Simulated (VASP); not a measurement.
Write the native input for VASP 6.6.1 that does the following.

```
Task                   : single point
Functional             : PBEsol
Potentials or basis    : VASP PAW PBE potentials, release 64 (Ga_d, N)
Cutoff                 : 520 eV
k mesh                 : 10 × 10 × 10
Occupations            : gaussian, width 0.05 eV
Spin                   : no spin polarisation
Dipole correction      : no
Further INCAR settings : ALGO = Normal; EDIFF = 1e-07; NBANDS = 16
```

The structure of GaN lies in POSCAR:

```
GaN
1.0
    0.0000000000      2.3436406318      2.0732205589
    2.3436406318      0.0000000000      2.0732205589
    2.3436406318      2.3436406318      0.0000000000
Ga N
1 1
Direct
    0.0000000000      0.0000000000      0.0000000000
    0.7500000000      0.7500000000      0.7500000000
```

Measurements of this composition are mostly on another form, of space group No. 186.

The cell isn't the ideal one: strain +0.040 along x and y, -0.080 along z, atoms carried along.

The input as run:

INCAR

```
PREC     = Accurate       # precision mode
ENCUT    = 520            # plane-wave cutoff, eV
EDIFF    = 1E-7           # SCF threshold, eV
ISMEAR   = 0              # smearing method
SIGMA    = 0.05           # smearing width, eV
LREAL    = False          # projectors in reciprocal space
LASPH    = True           # aspherical terms in the spheres
NELM     = 60             # most SCF steps
ALGO     = Normal         # electronic algorithm
ISIF     = 2              # what is computed and relaxed
LWAVE    = False          # write WAVECAR
LCHARG   = True           # write CHGCAR
GGA      = PS             # functional
LELF     = True           # ELF
LVHAR    = True         
NBANDS   = 16             # bands
```

KPOINTS

```
Automatic mesh
0
Gamma
  10 10 10
```

Potentials or basis: VASP PAW PBE potentials, release 64 (Ga_d, N).

Run with:

```bash
$ cat potpaw_PBE.64/Ga_d/POTCAR potpaw_PBE.64/N/POTCAR > POTCAR
$ mpirun -np 1 vasp_std > vasp.out
```

Results of the run:

```
Pressure               : -1.5 GPa
Band gap on the k mesh : 1.38 eV, direct
```

Caveat: the PAW data sets were made with another functional, which shifts forces and pressure a little.

Wall time 31 s on 1 thread of Intel(R) Xeon(R) Platinum 8488C (Sapphire Rapids), with other jobs on the host, peak memory 0.16 GiB.
